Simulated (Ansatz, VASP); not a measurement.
**PbS (Galena): VASP beside Ansatz**

Wanted: the spread between two codes on one cell, functional and k mesh.

Method: plane waves, with VASP 6.6.1 beside it; single point at LDA, in Ansatz 0.2.0.

The database entry behind the starting cell differs from later determinations by our own check (about 0.1 % short), so it need not match the best structure at ambient conditions.

### 1. The starting structure

The structure is cubic, space group Fm-3m (No. 225). The conventional cell has a = 5.931 Å, b = 5.931 Å, c = 5.931 Å, α = 90.00°, β = 90.00°, γ = 90.00°. Pb has 6 S at 2.97 Å nearest. Nearest to S lie 6 Pb at 2.97 Å. Farther neighbours and most contacts between anions are not listed.

### 2. Ansatz: single point, LDA

Ansatz runs on its default PAW (the set named soft_2) files.

A single point gives forces, pressure and levels at one fixed geometry, so differences don't come from the geometry; what else differs is listed under the comparison.

The input, input.yaml:

```yaml
crystal:
  lattice:
    - [0.0, 2.96575, 2.96575]
    - [2.96575, 0.0, 2.96575]
    - [2.96575, 2.96575, 0.0]
  atoms:
    - { symbol: Pb, position: [0.0, 0.0, 0.0] }
    - { symbol: S, position: [0.5, 0.5, 0.5] }
hamiltonian:
  xc: lda
  pseudopotentials: { kind: paw }
kpoints:
  mp_grid: { grid: [9, 9, 9] }
scf:
  occupations: { method: gaussian, width: 0.01 }
  n_extra_bands: 4
output:
  forces: true
  stress: true
  eigenvalues: true
  write_density: true
  write_potential: true
  elf: true
  volumetric_format: npy
```

Started as:

```bash
ansatz run input.yaml --threads 2 --pin off --max-ram 4608MiB --backend cpu --events-out ev --progress --plain --runs-dir out
```

Numbers of over 12 decimals in the logs are rounded to 6 here.

The program printed:

```text
scf.n_extra_bands = 4 over 10 filled bands (N_el = 20.0): the run solves 14 bands
Engine: ansatz 0.2.0, aarch64-unknown-linux-gnu
Pseudopotentials: kind: paw
Pseudopotential: Pb, paw, valence charge 14, recommended cutoff 420 eV (normal), Pb.paw.azcp
Pseudopotential: S, paw, valence charge 6, recommended cutoff 420 eV (normal), S.paw.azcp
Functional definition: SPW92
  exchange = slater_x
  correlation = pw_c
Crystal: 2 atoms, lattice volume = 52.172 Å³
Basis set: ecut = 420 eV, 965 PW (Γ)
Bands: 14, of which v1, the nominal top of the filled ones, is band 10 counted from 1 (9 counted from 0)
Symmetry: 48 space group operations
Space group: Fm-3m (ITA 225), of the structure as read, at distance tolerance 3.7e-5 Å
k-points: 35 of 729
Non-local potential: Pb, projectors of the file, l = 0: 2, l = 1: 2, l = 2: 2, l = 3: 2
Non-local potential: S, projectors of the file, l = 0: 2, l = 1: 2, l = 2: 2
PAW form: soft (Blöchl's): semilocal exchange-correlation on the pseudo side does not see the compensation charge
PAW frozen core: Pb, regenerated for the run's functional, and the local potential with it (the file was generated under x = pbe(κ = 0.804, μ = 0.219515), c = pbe(β = 0.066725))
PAW frozen core: S, regenerated for the run's functional, and the local potential with it (the file was generated under x = pbe(κ = 0.804, μ = 0.219515), c = pbe(β = 0.066725))
PAW one-centre angular grid: Pb, 590 points (default); XC on 64 Gauss nodes
PAW one-centre angular grid: S, 110 points (default); XC on 64 Gauss nodes
Initial density: superposition of atomic densities (neutral atoms: chi_scale 0, normalization atom), corrected by the library's trained network
Initial wavefunctions: pseudopotential atomic-orbital guess
Functional: x = slater, c = lda
SCF iter   1: F=—  HF=-12472.944864 eV  |F-HF|=—  |Δ(HF+E_count)|=         —  Δρ=5.56e-3  dr2=2.22e-2  ethr=1.77e-3  ⟨swp⟩=6.3  Hψ=2958  notcnv=0
preconditioner: auto → none  [insulator: Δε(μ)=0.666 eV  Ē_g=15.282 eV  σ=0.010 eV  W_gap=1.00  n_scr=14 (ndim 8)  ℏωp=23.0 eV  f_vac=0.000  D(μ)=0.00/eV (n_scr^D=0)  ε∞_Penn≈3.3]
SCF iter   2: F=—  HF=-12472.937808 eV  |F-HF|=—  |Δ(HF+E_count)|=   7.06e-3  Δρ=2.52e-3  dr2=4.98e-3  ethr=1.11e-4  ⟨swp⟩=2.1  Hψ=905  notcnv=0
SCF iter   3: F=—  HF=-12472.936322 eV  |F-HF|=—  |Δ(HF+E_count)|=   1.49e-3  Δρ=2.58e-4  dr2=3.82e-5  ethr=2.49e-5  ⟨swp⟩=2.2  Hψ=688  notcnv=0
SCF iter   4: F=—  HF=-12472.936317 eV  |F-HF|=—  |Δ(HF+E_count)|=   5.15e-6  Δρ=5.35e-5  dr2=1.18e-6  ethr=1.91e-7  ⟨swp⟩=3.0  Hψ=857  notcnv=0
SCF iter   5: F=—  HF=-12472.936316 eV  |F-HF|=—  |Δ(HF+E_count)|=   3.92e-7  Δρ=1.78e-5  dr2=1.59e-7  ethr=5.92e-9  ⟨swp⟩=2.0  Hψ=840  notcnv=0
SCF iter   6: F=-12472.936316 eV  HF=-12472.936316 eV  |F-HF|=3.77e-10  |Δ(HF+E_count)|=   5.34e-8  Δρ=2.15e-6  dr2=1.32e-9  ethr=5.00e-10  ⟨swp⟩=9.1  Hψ=3460  notcnv=0
SCF 1 converged in 6 iterations: F = -12472.936316 eV  dr2 = 1.32e-9
  greatest PAW one-centre occupation: 0.982 electrons in one spin orbital (limit 2), on the Pb atom at site 0 (counted from 0), in its partial waves of l = 2
SCF converged after 6 iterations
Free energy (F): -12472.936316 eV
Harris-Foulkes:  -12472.936316 eV  (|F-HF|=3.77e-10)
Internal energy: -12472.936316 eV  (E = F + TS)
E sigma→0 (E₀):  -12472.936316 eV
Fermi energy:    8.251338 eV
--- Per-component energies (eV) ---
  E_band       = -60.755109
  E_kinetic    = 393.928427
  E_local      = -1226.246405  (includes V_loc(G=0)·N_el)
  E_nonlocal   = 383.619023
  E_hartree    = 473.741946
  E_xc         = -315.720510
  E_vxc        = -221.514541  (∫ρ·V_xc dr)
  E_paw        = -10668.977928  (= ΣΔE_a)
  E_vpaw       = -338.025438  (= ΣTr[D̂ρ^β])
  E_aug_tail   = 0.000049  (compensation charges beyond the density's cutoff)
  E_ewald      = -1513.356403
  E_core_change = 0.075484  (= ΣΔE_core)
  E_smearing   = -0.000000  (= −TS)
  E_closure    = -0.000000  (closes the sum)
  Σ components = -12472.936316   (vs F -12472.936316, Δ=0.00e0)
--- Forces (eV/Å), atoms counted from 1 ---
  atom   1  Pb    -0.00000000     0.00000000    -0.00000000
  atom   2  S      0.00000000     0.00000000     0.00000000
  max |Σ_I F_I| component: 5.75e-30 eV/Å
--- Stress (GPa, compression-positive) ---
       -2.610617      -0.000000      -0.000000
       -0.000000      -2.610617       0.000000
       -0.000000       0.000000      -2.610617
  P = ⅓ Tr σ = -2.6106 GPa (-26.106 kbar)
--- Band table (eV; the first three rows and the last of 35) ---
  k-point 0: bands = [... 6 lower, 2.0031, 5.9817, 5.9817, 5.9817, 13.2014, 13.2014, 13.2014, 14.7637]
  k-point 1: bands = [... 6 lower, 1.6437, 6.0156, 6.0156, 6.2453, 12.1719, 12.5623, 12.5623, 14.6971]
  k-point 2: bands = [... 6 lower, 0.8207, 6.1140, 6.1140, 6.7970, 10.6913, 11.4824, 11.4824, 14.7533]
  k-point 34: bands = [... 6 lower, 0.0118, 3.7633, 3.8673, 7.0241, 10.2258, 12.5316, 12.7152, 15.6889]
```

The job ended after 1.8 s (2 threads of Arm Neoverse N1, shared host; peak memory 0.31 GiB).

The run ends at a pressure of -2.61 GPa.

### 3. VASP: single point, LDA

The same cell, functional (in two slightly different forms), mesh and smearing now go to VASP, with its own data sets and cutoff.

Lines of VASP's logs that name or quote its potential files are left out, and so is its time.

The input, INCAR:

```
SYSTEM = PbS
PREC = Accurate
ENCUT = 400
EDIFF = 1E-07
NELM = 100
ISMEAR = 0
SIGMA = 0.01
LREAL = .FALSE.
ALGO = Normal
GGA = CA
NBANDS = 16
LORBIT = 11
LWAVE = .FALSE.
LCHARG = .FALSE.
KPAR = 2
```

The input, POSCAR:

```
PbS
1.0
    0.0000000000      2.9657500000      2.9657500000
    2.9657500000      0.0000000000      2.9657500000
    2.9657500000      2.9657500000      0.0000000000
Pb S
1 1
Direct
    0.0000000000      0.0000000000      0.0000000000
    0.5000000000      0.5000000000      0.5000000000
```

The input, KPOINTS:

```
Automatic mesh
0
Gamma
9 9 9
0 0 0
```

The projector-augmented-wave data sets are Pb_d and S (PBE family, release 64).

Started as:

```bash
mpirun -np 2 vasp_std
```

The program printed:

```text
[banner, memory and clock lines left out]
running    2 mpi-ranks, on    1 nodes
 distrk:  each k-point on    1 cores,    2 groups
 distr:  one band on    1 cores,    1 groups

 POSCAR found type information on POSCAR PbS
 POSCAR found :  2 types and       2 ions
|                                                                             |
|               ----> ADVICE to this user running VASP <----                  |
|                                                                             |
|     You enforced a specific xc type in the INCAR file but a different       |
|     [... a line on the potential file left out ...]
|     I HOPE YOU KNOW WHAT YOU ARE DOING!                                     |
|                                                                             |

 LDA part: xc-table for (Slater(with rela. corr.)+CA(PZ))
 , standard interpolation
 POSCAR, INCAR and KPOINTS ok, starting setup
 FFT: planning ... GRIDC
 FFT: planning ... GRID_SOFT
 FFT: planning ... GRID
 WAVECAR not read
 entering main loop
       N       E                     dE             d eps       ncg     rms          rms(c)
DAV:   1     0.146244734482E+03    0.14624E+03   -0.84210E+03  1120   0.108E+03
DAV:   2     0.881657479208E-01   -0.14616E+03   -0.14173E+03  1216   0.301E+02
DAV:   3    -0.102528902356E+02   -0.10341E+02   -0.10302E+02  1456   0.855E+01
DAV:   4    -0.104696984005E+02   -0.21681E+00   -0.21672E+00  1384   0.150E+01
DAV:   5    -0.104790998330E+02   -0.94014E-02   -0.94012E-02  1680   0.276E+00    0.404E+00
DAV:   6    -0.100412956161E+02    0.43780E+00   -0.14014E+00  1760   0.994E+00    0.252E+00
DAV:   7    -0.100372530995E+02    0.40425E-02   -0.10606E-01  1464   0.196E+00    0.140E+00
DAV:   8    -0.100348747214E+02    0.23784E-02   -0.10318E-02  1384   0.849E-01    0.156E-01
DAV:   9    -0.100345323527E+02    0.34237E-03   -0.20878E-03  1744   0.304E-01    0.616E-02
DAV:  10    -0.100345591924E+02   -0.26840E-04   -0.13329E-04  1464   0.119E-01    0.153E-02
DAV:  11    -0.100345595635E+02   -0.37110E-06   -0.60905E-06  1560   0.211E-02    0.554E-03
DAV:  12    -0.100345596348E+02   -0.71308E-07   -0.59354E-07  1616   0.886E-03
   1 F= -.10034560E+02 E0= -.10034560E+02  d E =-.147257E-11
```

OUTCAR, selected parts (step 3):

```text
ion  position               nearest neighbor table
   1  0.000  0.000  0.000-   2 2.97   2 2.97   2 2.97   2 2.97   2 2.97   2 2.97
   2  0.500  0.500  0.500-   1 2.97   1 2.97   1 2.97   1 2.97   1 2.97   1 2.97

  LATTYP: Found a face centered cubic cell.
 ALAT       =     5.9315000000

 Subroutine GETGRP returns: Found 48 space group operations
 (whereof 48 operations were pure point group operations)

The static configuration has the point symmetry O_h .

 Found     35 irreducible k-points:

   k-points           NKPTS =     35   k-points in BZ     NKDIM =     35   number of bands    NBANDS=     16

   dimension x,y,z NGX =    28 NGY =   28 NGZ =   28
   dimension x,y,z NGXF=    56 NGYF=   56 NGZF=   56

   ENCUT  =  400.0 eV  29.40 Ry    5.42 a.u.   6.84  6.84  6.84*2*pi/ulx,y,z

   NELECT =      20.0000    total number of electrons

 k-points in reciprocal lattice and weights: Automatic mesh
   0.00000000  0.00000000  0.00000000       0.001
   0.11111111  0.00000000  0.00000000       0.011
   0.22222222  0.00000000  0.00000000       0.011
   0.33333333  0.00000000  0.00000000       0.011
   0.44444444  0.00000000  0.00000000       0.011
   0.11111111  0.11111111  0.00000000       0.008
   0.22222222  0.11111111  0.00000000       0.033
   0.33333333  0.11111111  0.00000000       0.033
   0.44444444  0.11111111  0.00000000       0.033
[...]
-0.33333333  0.44444444  0.11111111       0.033
  -0.33333333  0.44444444  0.22222222       0.033

 average (electrostatic) potential at core
       1 -91.4796       2 -85.5335

 E-fermi :   5.3670

 k-point     1 :       0.0000    0.0000    0.0000
  band No.  band energies     occupation
    ...
      6      -8.0351      2.00000
      7      -0.5457      2.00000
      8       3.3794      2.00000
      9       3.3794      2.00000
     10       3.3794      2.00000
     11      10.6133      0.00000
     12      10.6133      0.00000
     13      10.6133      0.00000
     14      12.2096      0.00000
     15      12.2096      0.00000
    ...

 k-point     2 :       0.1111    0.0000    0.0000
  band No.  band energies     occupation
    ...
      6      -7.9267      2.00000
      7      -0.9110      2.00000
      8       3.4135      2.00000
      9       3.4135      2.00000
     10       3.6489      2.00000
     11       9.5869      0.00000
     12       9.9783      0.00000
     13       9.9783      0.00000
     14      12.1237      0.00000
     15      12.5123      0.00000
    ...

 k-point     3 :       0.2222    0.0000    0.0000
  band No.  band energies     occupation
    ...
      6      -7.6187      2.00000
      7      -1.7433      2.00000
      8       3.5125      2.00000
      9       3.5125      2.00000
     10       4.2097      2.00000
     11       8.1061      0.00000
     12       8.8989      0.00000
     13       8.8989      0.00000
     14      12.1715      0.00000
     15      13.2113      0.00000
    ...

  Total       -0.7895169     -0.7895169     -0.7895169      0.0000000      0.0000000      0.0000000
  in kB      -24.2459045    -24.2459045    -24.2459045      0.0000000      0.0000000      0.0000000
  external PRESSURE =     -24.2459045 kB  Pullay stress =       0.0000000 kB

  energy-cutoff  :      400.00
  volume of cell :       52.17
      direct lattice vectors                 reciprocal lattice vectors
     0.000000000  2.965750000  2.965750000    -0.168591419  0.168591419  0.168591419
     2.965750000  0.000000000  2.965750000     0.168591419 -0.168591419  0.168591419
     2.965750000  2.965750000  0.000000000     0.168591419  0.168591419 -0.168591419

 POSITION                                       TOTAL-FORCE (eV/Angst)
 -----------------------------------------------------------------------------------
      0.00000      0.00000      0.00000        -0.000000     -0.000000     -0.000000
      2.96575      2.96575      2.96575         0.000000      0.000000      0.000000
 -----------------------------------------------------------------------------------
    total drift:                                0.000000      0.000000      0.000000

  FREE ENERGIE OF THE ION-ELECTRON SYSTEM (eV)
  ---------------------------------------------------
  free  energy   TOTEN  =       -10.0345596348 eV

  energy  without entropy=      -10.0345596348  energy(sigma->0) =      -10.03455963

 total charge
# of ion       s       p       d       tot
------------------------------------------
    1        1.469   0.523   9.844  11.836
    2        1.343   2.294   0.000   3.637
--------------------------------------------------
tot          2.812   2.817   9.844  15.473

[... 3 further parts left out ...]
```

The run ends at a pressure of -2.42 GPa.

### 4. Side by side

Known differences besides the potentials themselves: the two LDA forms differ slightly; the cutoff is 420 eV in Ansatz and 400 eV in VASP; Ansatz makes its cores anew for this functional, VASP keeps those of its PBE data sets; VASP's log shows a relativistic correction to its local exchange, Ansatz's none. Total energies have different zeros and are not compared.

The two programs side by side:

```
              quantity  Ansatz   VASP  difference
        pressure (GPa)   -2.61  -2.42       -0.19
gap on the k mesh (eV)   0.697  0.688      +0.009
```

A gap on the mesh is an upper bound, since the band edges may lie between its points; neither run holds spin-orbit coupling, which can move the band edges of a compound of Pb.

### 5. Results

```yaml
difference_in_gap_on_the_k_mesh_single_point_lda: 0.0085 eV
```

**Reading.** The difference in gap on the k mesh is 0.0085 eV (single point, LDA), within the 0.08 eV picked in this series as the mark of a large difference. How closely two codes agree says nothing of how well the functional describes the real material.

[Lines on the potential files, build, host, timing and source positions are cut from VASP's logs without a mark.]

[Logs are printed without paths, hosts, clocks, repeated set-up lines and the standing remarks that a program may print on its own settings, such as how far it seeks lower states.]

[Hosts, paths, dates, database ids (printed as entryN), source tags and the programs' standing remarks are cut or masked in the printed files.]
